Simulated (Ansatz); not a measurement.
# CdSe (Cadmoselite) (P6_3mc) in Ansatz: a series of runs

Runs on CdSe (Cadmoselite). Level: PBEsol. Tasks: band structure.

All numbers are computed with Ansatz 0.2.0; they aren't measurements. Logs are shortened: lines on timing, memory, paths and dates and some standing lists are left out, and cuts for length are marked.

**What was measured.**

A printed reference work, data compilation reports, for a bulk crystal of CdSe at 2 K: band gap 1.841 eV.

The runs below are set against these values where they give the same quantity.

**1. The crystal as given**

It takes space group P6_3mc (No. 186, hexagonal). Conventional cell: a = 4.300 Å, b = 4.300 Å, c = 7.020 Å, α = 90.00°, β = 90.00°, γ = 120.00°. Cd (site symmetry 3m) has 4 Se at 2.61 to 2.70 Å as nearest neighbours. Se (site symmetry 3m) has 4 Cd at 2.61 to 2.70 Å as nearest neighbours.

**2. Band structure, PBEsol**

The input, input.yaml:

```yaml
crystal:
  lattice:
    - [4.3, 0.0, 0.0]
    - [-2.15, 3.7239092363, 0.0]
    - [0.0, 0.0, 7.02]
  atoms:
    - { symbol: Cd, position: [0.6666666667, 0.3333333333, 0.5] }
    - { symbol: Cd, position: [0.3333333333, 0.6666666667, 0.0] }
    - { symbol: Se, position: [0.6666666667, 0.3333333333, 0.885] }
    - { symbol: Se, position: [0.3333333333, 0.6666666667, 0.385] }
kpoints:
  mp_grid: { grid: [5, 5, 3] }
  band_path:
    path:
      - [0.0, 0.0, 0.0]
      - [0.5, 0.0, 0.0]
      - [0.3333333333, 0.3333333333, 0.0]
      - [0.0, 0.0, 0.0]
      - [0.0, 0.0, 0.5]
      - [0.5, 0.0, 0.5]
      - [0.3333333333, 0.3333333333, 0.5]
      - [0.0, 0.0, 0.5]
    npoints: 8
scf:
  occupations: { method: fermi_dirac, width: 0.05 }
hamiltonian:
  xc: pbesol
  pseudopotentials: { kind: all_electron, lapw: { basis_error: 0.002 } }
output:
  forces: true
  stress: true
  eigenvalues: true
```

Potentials or basis: all-electron LAPW, scalar-relativistic.

The run is started by

```sh
ansatz run input.yaml --threads 2 --pin off --max-ram 8192MiB --backend cpu --events-out ev --progress --plain --runs-dir out
```

Output:

```text
Warning: RAYON_NUM_THREADS=2 ignored (pool sized by the plan → 2); use --threads N
LAPW: plane waves up to 8.217 Å⁻¹, error target 2.0e-3 eV per atom; small_component_spin mean_spin; Se in spheres of 1.251 Å, 24 of its electrons in bands, Dirac shells []; Cd in spheres of 1.359 Å, 20 of its electrons in bands, Dirac shells [] (how accurate: hamiltonian.pseudopotentials.lapw.basis_error, Limitations)
Engine: ansatz 0.2.0, aarch64-unknown-linux-gnu
Pseudopotentials: kind: all_electron
Pseudopotential: Cd, LAPW, valence charge 20, lapw/all_electron/scalar/gaussian/Cd, Koelling and Harmon's equation, gaussian nucleus
Pseudopotential: Se, LAPW, valence charge 24, lapw/all_electron/scalar/gaussian/Se, Koelling and Harmon's equation, gaussian nucleus
Functional definition: PBEsol
  exchange = pbesol_x
  correlation = pbesol_c
Crystal: 4 atoms, lattice volume = 112.410 Å³
Basis set: ecut = 257.27003727515705 eV, 1087 PW (Γ), exchange–correlation at level 2
Bands: 53, of which v1, the nominal top of the filled ones, is band 44 counted from 1 (43 counted from 0)
Symmetry: 12 space group operations
Space group: P63mc (ITA 186), of the structure as read, at distance tolerance 4.8e-5 Å
k-points: 10 of 75 (time reversal used)
Non-local potential: Cd, projectors of the file, none
Non-local potential: Se, projectors of the file, none
Initial density: superposition of atomic densities (chi_scale 0.1, normalization cell, long waves kept (reshape's long-wave potential 0.00 eV rms))
Initial wavefunctions: plane waves of lowest kinetic energy (no species holds an atomic orbital)
Functional: x = pbesol(κ = 0.804, μ = 0.12345679012345678), c = pbesol(β = 0.046)
iter 1 solved again at ethr=2.09e-3 eV; its pass at ethr=1.00e-1 eV (dr2=1.84e0 eV) is discarded
SCF iter   1: F=—  HF=-436494.727075 eV  |F-HF|=—  |Δ(HF+E_count)|=         —  Δρ=2.81e-2  dr2=1.84e0  ethr=2.09e-3  ⟨swp⟩=2.0  Hψ=3315  notcnv=0
preconditioner: auto → Resta (q_TF=auto, 2.619 Å⁻¹)  ε∞=4.0  [insulator: Δε(μ)=1.016 eV  Ē_g=12.033 eV  σ=0.050 eV  W_gap=1.00  n_scr=34 (ndim 8)  ℏωp=21.0 eV  f_vac=0.219  D(μ)=0.00/eV (n_scr^D=0)  ε∞_Penn≈4.0]
SCF iter   2: F=—  HF=-436494.084169 eV  |F-HF|=—  |Δ(HF+E_count)|=   6.43e-1  Δρ=1.27e-2  dr2=3.50e-1  ethr=2.09e-3  ⟨swp⟩=2.1  Hψ=1611  notcnv=0
SCF iter   3: F=—  HF=-436494.012088 eV  |F-HF|=—  |Δ(HF+E_count)|=   7.21e-2  Δρ=6.58e-3  dr2=9.48e-2  ethr=3.97e-4  ⟨swp⟩=2.0  Hψ=1566  notcnv=0
iter 4 solved again at ethr=5.70e-6 eV; its pass at ethr=1.08e-4 eV (dr2=5.02e-3 eV) is discarded
SCF iter   4: F=—  HF=-436493.991719 eV  |F-HF|=—  |Δ(HF+E_count)|=   2.04e-2  Δρ=1.82e-3  dr2=5.01e-3  ethr=5.70e-6  ⟨swp⟩=2.0  Hψ=2689  notcnv=0
SCF iter   5: F=—  HF=-436493.992415 eV  |F-HF|=—  |Δ(HF+E_count)|=   6.96e-4  Δρ=4.12e-4  dr2=1.97e-4  ethr=5.69e-6  ⟨swp⟩=2.1  Hψ=1522  notcnv=0
SCF iter   6: F=—  HF=-436493.992670 eV  |F-HF|=—  |Δ(HF+E_count)|=   2.55e-4  Δρ=1.78e-4  dr2=5.75e-5  ethr=2.24e-7  ⟨swp⟩=3.0  Hψ=1562  notcnv=0
SCF iter   7: F=—  HF=-436493.992740 eV  |F-HF|=—  |Δ(HF+E_count)|=   7.01e-5  Δρ=8.61e-5  dr2=1.48e-5  ethr=6.53e-8  ⟨swp⟩=3.0  Hψ=1576  notcnv=0
SCF iter   8: F=—  HF=-436493.992785 eV  |F-HF|=—  |Δ(HF+E_count)|=   4.46e-5  Δρ=1.97e-5  dr2=9.22e-7  ethr=1.68e-8  ⟨swp⟩=3.0  Hψ=1629  notcnv=0
SCF iter   9: F=-436493.992786 eV  HF=-436493.992786 eV  |F-HF|=2.60e-8  |Δ(HF+E_count)|=   1.38e-6  Δρ=6.13e-6  dr2=8.70e-8  ethr=1.05e-9  ⟨swp⟩=3.0  Hψ=1614  notcnv=0
SCF 1 converged in 9 iterations: F = -436493.992786 eV  dr2 = 8.70e-8
NSCF: frozen V_eff on 57 k-points
SCF converged after 9 iterations
Free energy (F): -436493.992786 eV
Harris-Foulkes:  -436493.992786 eV  (|F-HF|=2.60e-8)
Internal energy: -436493.992687 eV  (E = F + TS)
E sigma→0 (E₀):  -436493.992737 eV
Entropy (-TS):   -0.000099 eV (-0.025 meV/atom)
Fermi energy:    8.358552 eV
--- Per-component energies (eV) ---
  E_band       = -4190.849271
  E_kinetic    = 454062.564625
  E_xc         = -12977.168385
  E_electrostatic = -877579.388927  (all electrons and nuclei)
  E_smearing   = -0.000099  (= −TS)
  E_closure    = 0.000000  (closes the sum)
  E_atoms      = -436481.675030  (free atoms, spherical and without spin; not in F)
  Σ components = -436493.992786   (vs F -436493.992786, Δ=0.00e0)
  Basis errors (estimates in eV, not in F): energy 8.4e-4 per atom: plane waves 7.8e-4 (4.7e-4 summed), levels above the bands 4.0e-77, relativity 5.3e-8, radial functions 5.6e-5, core shells 9.1e-7; eigenvalues (radial functions only) 2.0e-6; not estimated: angular momenta, meshes, grids; target (lapw.basis_error) 2.0e-3; muffin-tin radii Se 1.251 Å, Cd 1.359 Å
--- Forces (eV/Å), atoms counted from 1 ---
  atom   1  Cd    -0.00000000    -0.00000000     0.26859320
  atom   2  Cd     0.00000000     0.00000000     0.26859320
  atom   3  Se    -0.00000000    -0.00000000    -0.26857427
  atom   4  Se    -0.00000000     0.00000000    -0.26857427
  max |Σ_I F_I| component: 3.79e-5 eV/Å
--- Stress (GPa, compression-positive) ---
        0.837512       0.000000       0.000000
       -0.000000       0.837512       0.000000
        0.000000      -0.000000      -1.051392
  P = ⅓ Tr σ = 0.2079 GPa (2.079 kbar)
--- Band table (eV; the first three rows and the last of 10) ---
  k-point 0: bands = ["-198.5440", "-198.5440", "-138.2109", "-138.2109", "-138.2109", "-138.2109", "-138.2030", "-138.2030", "-93.4579", "-93.4579", "-54.5593", "-54.5591", "-54.5583", "-54.5583", "-54.5582", "-54.5582", "-38.6476", "-38.6476", "-38.6476", "-38.6476", "-38.6386", "-38.6386", "-38.6385", "-38.6385", "-38.6385", "-38.6385", "-4.5777", "-4.2033", "0.1274", "0.1274", "0.1832", "0.1832", "0.1914", "0.4909", "0.4909", "0.5569", "0.5569", "0.8356", "3.7532", "7.3185", "7.3185", "8.0311", "8.0445", "8.0445", "8.6195", "10.0579", "13.8521", "13.8521", "14.1058", "14.9713", "14.9713", "15.6199", "17.2652"]
  k-point 1: bands = ["-198.5440", "-198.5440", "-138.2109", "-138.2109", "-138.2109", "-138.2109", "-138.2030", "-138.2030", "-93.4579", "-93.4579", "-54.5593", "-54.5591", "-54.5583", "-54.5583", "-54.5583", "-54.5583", "-38.6476", "-38.6476", "-38.6476", "-38.6476", "-38.6386", "-38.6386", "-38.6385", "-38.6385", "-38.6385", "-38.6385", "-4.4837", "-4.2959", "0.1382", "0.1382", "0.1661", "0.1661", "0.2671", "0.5101", "0.5101", "0.5431", "0.5431", "0.5542", "4.6092", "6.3587", "7.4889", "7.4889", "7.8511", "7.8511", "9.9956", "10.2270", "13.5293", "14.0064", "14.0064", "14.4813", "14.5340", "14.5340", "17.4987"]
  k-point 2: bands = ["-198.5440", "-198.5440", "-138.2109", "-138.2109", "-138.2109", "-138.2109", "-138.2030", "-138.2030", "-93.4579", "-93.4579", "-54.5593", "-54.5591", "-54.5584", "-54.5583", "-54.5583", "-54.5583", "-38.6476", "-38.6476", "-38.6476", "-38.6476", "-38.6386", "-38.6386", "-38.6385", "-38.6385", "-38.6385", "-38.6384", "-4.4577", "-4.1471", "0.1750", "0.1916", "0.2449", "0.2470", "0.2583", "0.4697", "0.4910", "0.5222", "0.5639", "0.8971", "3.9748", "5.9069", "6.2716", "6.8634", "7.7429", "7.7538", "10.2359", "11.2573", "13.1578", "14.0308", "14.4074", "14.9933", "15.0575", "15.8688", "16.0936"]
  k-point 9: bands = ["-198.5440", "-198.5440", "-138.2109", "-138.2109", "-138.2109", "-138.2109", "-138.2030", "-138.2030", "-93.4579", "-93.4579", "-54.5592", "-54.5592", "-54.5585", "-54.5585", "-54.5584", "-54.5584", "-38.6477", "-38.6477", "-38.6476", "-38.6476", "-38.6386", "-38.6386", "-38.6385", "-38.6385", "-38.6385", "-38.6384", "-4.1267", "-4.0895", "0.2640", "0.2951", "0.3327", "0.3409", "0.4639", "0.4820", "0.5147", "0.5325", "0.8766", "0.9324", "3.8073", "3.9860", "5.5410", "6.1569", "6.5397", "6.9803", "11.4864", "12.1142", "13.2369", "13.3911", "14.0158", "15.1820", "16.1713", "16.5629", "17.6325"]
```

It took 28 s on 2 threads of Arm Neoverse V2, shared host; peak memory 0.39 GiB.

Results:

| Item | Value |
| --- | --- |
| Free energy | -436493.9928 eV |
| Pressure | 0.2 GPa |
| Largest force | 0.269 eV/Å |
| Band gap on the k mesh | 0.57 eV, direct |
| Band gap along the path | 0.58 eV, direct |

Forces on the atoms (eV/Å):
```
Cd   0.000  0.000  0.269
Cd   0.000  0.000  0.269
Se   0.000  0.000 -0.269
Se   0.000  0.000 -0.269
```

Stress tensor (GPa, compression positive):
```
 0.84  0.00  0.00
 0.00  0.84  0.00
 0.00  0.00 -1.05
```

Levels at the corners of the path, in eV from the valence-band top:
| point | band 42 | band 43 | band 44 | band 45 | band 46 | band 47 |
| --- | --- | --- | --- | --- | --- | --- |
| Γ | -0.01 | 0.00 | 0.00 | 0.58 | 2.01 | 5.81 |
| M | -1.88 | -1.26 | -0.84 | 3.14 | 3.21 | 4.70 |
| K | -1.82 | -1.82 | -1.81 | 4.26 | 4.75 | 4.75 |
| Γ | -0.01 | 0.00 | 0.00 | 0.58 | 2.01 | 5.81 |
| A | -0.38 | -0.38 | -0.38 | 2.24 | 2.24 | 5.71 |
| L | -1.40 | -1.31 | -1.31 | 2.88 | 2.88 | 4.70 |
| H | -2.52 | -1.07 | -1.07 | 3.71 | 3.71 | 5.79 |
| A | -0.38 | -0.38 | -0.38 | 2.24 | 2.24 | 5.71 |

**3. Band structure, PBEsol, spin-orbit coupling, no magnetisation**

Edit input.yaml of step 2 so:

```diff
@@ -28,2 +28,5 @@
   pseudopotentials: { kind: all_electron, lapw: { basis_error: 0.002 } }
+magnetization:
+  noncollinear: true
+  spin_orbit: true
 output:
```

Potentials or basis: all-electron LAPW, relativistic spinors.

The run is started by

```sh
ansatz run input.yaml --threads 2 --pin off --max-ram 8192MiB --backend cpu --events-out ev --progress --plain --runs-dir out
```

Output:

```text
[... 75 lines left out ...]
  k-point 9: bands = ["-198.5260", "-198.5260", "-198.5260", "-198.5260", "-142.1912", "-142.1912", "-142.1912", "-142.1912", "-136.3213", "-136.3213", "-136.3213", "-136.3213", "-136.3159", "-136.3159", "-136.3159", "-136.3159", "-93.4314", "-93.4314", "-93.4314", "-93.4314", "-58.5991", "-58.5990", "-58.5990", "-58.5990", "-52.7536", "-52.7536", "-52.7536", "-52.7536", "-52.7534", "-52.7534", "-52.7534", "-52.7534", "-39.1733", "-39.1733", "-39.1732", "-39.1732", "-39.1664", "-39.1664", "-39.1664", "-39.1664", "-38.2811", "-38.2811", "-38.2811", "-38.2811", "-38.2742", "-38.2742", "-38.2741", "-38.2741", "-38.2722", "-38.2722", "-38.2722", "-38.2722", "-4.1263", "-4.1262", "-4.0894", "-4.0890", "-0.0756", "-0.0623", "-0.0029", "0.0000", "0.0757", "0.1181", "0.2204", "0.2722", "0.5726", "0.5760", "0.6212", "0.6455", "0.6993", "0.7060", "0.7473", "0.7653", "0.9751", "0.9982", "1.0952", "1.1437", "3.7868", "3.8071", "3.9876", "3.9913", "5.5144", "5.5492", "6.1344", "6.1543", "6.5262", "6.5528", "6.9794", "6.9906", "11.4709", "11.4903", "12.0934", "12.1300", "13.2041", "13.2493", "13.3712", "13.4142", "13.9800", "14.0459", "15.1694", "15.1928", "16.1385", "16.1850", "16.5552", "16.5569", "17.6094", "17.6291"]
```

bands.tsv:

```text
[... 61 lines left out ...]
```

It took 2.9 min on 2 threads of Arm Neoverse V2, shared host; peak memory 0.81 GiB.

What came out:

```yaml
Free_energy: -436577.4535 eV
Pressure: 0.2 GPa
Largest_force: 0.268 eV/Å
Band_gap_on_the_k_mesh: 0.46 eV, direct
Band_gap_along_the_path: 0.46 eV, direct
```

Forces on the atoms (eV/Å):
```
Cd   0.000  0.000  0.268
Cd   0.000  0.000  0.268
Se   0.000  0.000 -0.268
Se   0.000  0.000 -0.268
```

Levels at the corners of the path, in eV from the valence-band top:
| point | band 84 | band 85 | band 86 | band 87 | band 88 | band 89 | band 90 | band 91 | band 92 | band 93 |
| --- | --- | --- | --- | --- | --- | --- | --- | --- | --- | --- |
| Γ | -0.37 | -0.01 | -0.01 | 0.00 | 0.00 | 0.46 | 0.46 | 1.89 | 1.89 | 5.47 |
| M | -2.00 | -1.41 | -1.41 | -0.94 | -0.94 | 3.00 | 3.00 | 3.10 | 3.10 | 4.58 |
| K | -2.02 | -1.97 | -1.93 | -1.83 | -1.83 | 4.14 | 4.14 | 4.47 | 4.65 | 4.70 |
| Γ | -0.37 | -0.01 | -0.01 | 0.00 | 0.00 | 0.46 | 0.46 | 1.89 | 1.89 | 5.47 |
| A | -0.62 | -0.38 | -0.38 | -0.38 | -0.38 | 2.12 | 2.12 | 2.12 | 2.12 | 5.58 |
| L | -1.57 | -1.38 | -1.38 | -1.38 | -1.38 | 2.76 | 2.76 | 2.76 | 2.76 | 4.57 |
| H | -2.61 | -1.21 | -1.21 | -1.16 | -1.16 | 3.55 | 3.55 | 3.62 | 3.62 | 5.61 |
| A | -0.62 | -0.38 | -0.38 | -0.38 | -0.38 | 2.12 | 2.12 | 2.12 | 2.12 | 5.58 |

**4. How close it comes**

Step 2. Measured gap of CdSe: 1.841 eV (2 K; a printed reference work, data compilation). This calculation gives 0.58 eV (-1.27 eV). So large a miss can be the level of theory's own, or it may mean another phase, state or a wrong row. Spin-orbit coupling on Cd, Se is left out. The value is that of PBEsol, without temperature or zero-point motion. Semilocal functionals fall short of measured gaps as a rule.

Step 3. Measured gap of CdSe: 1.841 eV (2 K; a printed reference work, data compilation). This calculation gives 0.46 eV (-1.38 eV). So large a miss can be the level of theory's own, or it may mean another phase, state or a wrong row. The value is that of PBEsol, without temperature or zero-point motion. Semilocal functionals fall short of measured gaps as a rule.
